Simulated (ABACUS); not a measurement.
Al2Au: relaxation of the atoms with PBE

Al2Au:

```xyz
3
Lattice="0.0000 3.0000 3.0000 3.0000 0.0000 3.0000 3.0000 3.0000 0.0000" Properties=species:S:1:pos:R:3 pbc="T T T"
Au    0.0000    0.0000    0.0000
Al    4.5000    4.5000    4.5000
Al    1.5000    1.5000    1.5000
```

```yaml
Program: ABACUS 3.10.1
Task: relaxation of the atoms
Functional: PBE
Potentials_or_basis: PseudoDojo NC SR 0.4.1 PBE standard
Cutoff: 1034 eV
Density_cutoff: 4136 eV
Basis: plane waves
k_mesh: 6 × 6 × 6
Occupations: fermi-dirac, width 0.05 eV
Spin: no spin polarisation
Radial_cutoff_of_the_potentials_pseudo_rcut: 7 bohr
Max_steps_of_the_relaxation: 60
Force_threshold: 0.005 eV/Å
Optimiser: cg
SCF_threshold_on_the_density: 1e-08
Max_SCF_steps: 100
Eigensolver: dav
Mixing: broyden
Mixing_share: 0.7
Symmetry_key: 1
Bands: 17
```

```
Pressure after relaxing : 3.3 GPa
Band gap on the k mesh  : none (metal or under the smearing width)
```

Final structure:
```xyz
3
Lattice="0.0000 3.0000 3.0000 3.0000 0.0000 3.0000 3.0000 3.0000 0.0000" Properties=species:S:1:pos:R:3 pbc="T T T"
Au    0.0000    0.0000    0.0000
Al    4.5000    4.5000    4.5000
Al    1.5000    1.5000    1.5000
```

Levels at points of the mesh, in eV from the Fermi level:
| k point | band 9 | band 10 | band 11 | band 12 | band 13 | band 14 | band 15 |
| --- | --- | --- | --- | --- | --- | --- | --- |
| (0.00, 0.00, 0.00) | -5.53 | -5.53 | 2.35 | 3.06 | 3.06 | 3.06 | 4.02 |
| (0.50, 0.50, 0.50) | -5.40 | -5.40 | -5.34 | 0.46 | 0.46 | 3.39 | 3.71 |
| (0.50, 0.50, 0.00) | -5.67 | -5.22 | -4.91 | -2.02 | -2.02 | 1.38 | 2.21 |

Wall time 4.3 s on 4 MPI ranks on Intel(R) Xeon(R) 6975P-C (Granite Rapids), on a shared host, peak memory 0.4 GiB a rank.

Caveat: the relaxation stopped at its first step, so nothing moved. Spin-orbit coupling is left out, which matters for the levels of Au.
